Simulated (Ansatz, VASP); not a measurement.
## Y: VASP beside Ansatz

File INCAR:

```
SYSTEM = Y
  PREC = Accurate
  ENCUT = 520
  EDIFF = 1E-7
  ISMEAR = -1
  SIGMA = 0.05
  LREAL = .False.
  LASPH = .True.
  NELM = 80
  ALGO = Normal
  ISIF = 2
  LWAVE = .False.
  LCHARG = .False.
  GGA = PE
  NBANDS = 18
```

KPOINTS

```
Automatic mesh
0
Gamma
  8 8 5
  0 0 0
```

The input POSCAR:

```
Y
1.0
    3.6474000000      0.0000000000      0.0000000000
   -1.8237000000      3.1587410578      0.0000000000
    0.0000000000      0.0000000000      5.7306000000
Y
2
Direct
    0.6700770000      0.3217800000      0.7512290000
    0.3305060000      0.6741340000      0.2556330000
```

Contents of input.yaml:

```yaml
crystal:
  lattice:
    - [3.6474, 0.0, 0.0]
    - [-1.8237, 3.1587410578, 0.0]
    - [0.0, 0.0, 5.7306]
  atoms:
    - { symbol: "Y", position: [0.670077, 0.32178, 0.751229] }
    - { symbol: "Y", position: [0.330506, 0.674134, 0.255633] }
hamiltonian:
  xc: pbe
  pseudopotentials: { kind: paw }
kpoints:
  mp_grid: { grid: [8, 8, 5] }
scf:
  occupations: { method: fermi_dirac, width: 0.05 }
output:
  forces: true
  stress: true
  eigenvalues: true
```

Change from the starting cell: atoms moved at random, drawn with an rms of 0.05 Å.

Alike in both runs: task single point; functional PBE; k mesh 8 × 8 × 5; occupations fermi-dirac, width 0.05 eV; no spin polarisation.

|  | VASP | Ansatz |
| --- | --- | --- |
| version | VASP 6.6.1 | Ansatz 0.2.0 |
| potentials or method | VASP PAW PBE potentials, release 64 (Y_sv) | Ansatz PAW |
| plane-wave cutoff (eV) | 520 | 420 |
| valence electrons in the cell | 22 | 22 |

Ansatz gave:

* gap on the k mesh at the Fermi level (eV): none
* pressure (GPa): -0.1
* largest component of the traceless stress (GPa): 0.30
* rms of the force components (eV/Å): 0.071

What did VASP give for the same quantities?

gap on the k mesh at the Fermi level (eV): none; pressure (GPa): -0.2; largest component of the traceless stress (GPa): 0.30; rms of the force components (eV/Å): 0.071.

Atom by atom the forces differ by 0.000 eV/Å (rms over components). A gap of «none» marks a metal or a gap that the smearing closes.
